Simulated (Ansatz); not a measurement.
# As: the cost of one run

Program: Ansatz 0.2.0. Level of theory: DFT PBE, scalar-relativistic, plane waves, PAW. These are calculated values, not measurements.

**1. The structure to begin with**

The structure is hexagonal, space group P6/mmm (No. 191). The conventional cell has a = 7.118 Å, b = 7.118 Å, c = 3.244 Å, α = 90.00°, β = 90.00°, γ = 120.00°. As (site symmetry mm2) has 4 As at 2.34 to 2.40 Å as nearest neighbours. As (site symmetry -6m2) has 6 As at 2.40 Å as nearest neighbours.

Coordinates:

```cif
data_structure
_symmetry_space_group_name_H-M 'P 1'
_symmetry_Int_Tables_number 1
_cell_length_a 7.1183
_cell_length_b 7.1183
_cell_length_c 3.2440
_cell_angle_alpha 90.000
_cell_angle_beta 90.000
_cell_angle_gamma 120.000
_cell_volume 142.35
loop_
_atom_site_label
_atom_site_type_symbol
_atom_site_fract_x
_atom_site_fract_y
_atom_site_fract_z
_atom_site_occupancy
As1 As 0.81000 0.19000 0.50000 1
As2 As 0.81000 0.62000 0.50000 1
As3 As 0.38000 0.19000 0.50000 1
As4 As 0.19000 0.81000 0.50000 1
As5 As 0.19000 0.38000 0.50000 1
As6 As 0.62000 0.81000 0.50000 1
As7 As 0.33333 0.66667 0.00000 1
As8 As 0.66667 0.33333 0.00000 1
```

Recipe of the guess: 4-, 6-connected net of one element (P6/mmm, No. 191). Its size is a rough estimate.

**2. A first look at the guess**

Input file input.yaml:

```yaml
crystal:
  lattice:
    - [7.11826836, 0.0, 0.0]
    - [-3.55913418, 6.16460123, 0.0]
    - [0.0, 0.0, 3.24403631]
  atoms:
    - { symbol: As, position: [0.8099998, 0.1900002, 0.5] }
    - { symbol: As, position: [0.8099998, 0.6199996, 0.5] }
    - { symbol: As, position: [0.3800004, 0.1900002, 0.5] }
    - { symbol: As, position: [0.1900002, 0.8099998, 0.5] }
    - { symbol: As, position: [0.1900002, 0.3800004, 0.5] }
    - { symbol: As, position: [0.6199996, 0.8099998, 0.5] }
    - { symbol: As, position: [0.33333333, 0.66666667, 0.0] }
    - { symbol: As, position: [0.66666667, 0.33333333, 0.0] }
basis:
  ecutwfc: 420
kpoints:
  mp_grid: { grid: [3, 3, 6] }
hamiltonian:
  xc: pbe
scf:
  occupations: { method: gaussian, width: 0.1 }
  lower_state_search: "off"
output:
  forces: true
  stress: true
  eigenvalues: true
```

Command:

```bash
ansatz run input.yaml --threads 1 --pin off --max-ram 2560MiB --backend cpu --events-out ev --progress --plain --runs-dir out
```

Q: Estimate wall time and peak memory on 1 thread of Intel Xeon at 2.50GHz (Skylake/Cascade Lake), shared host.

About 14 s, with a peak of 0.45 GiB.
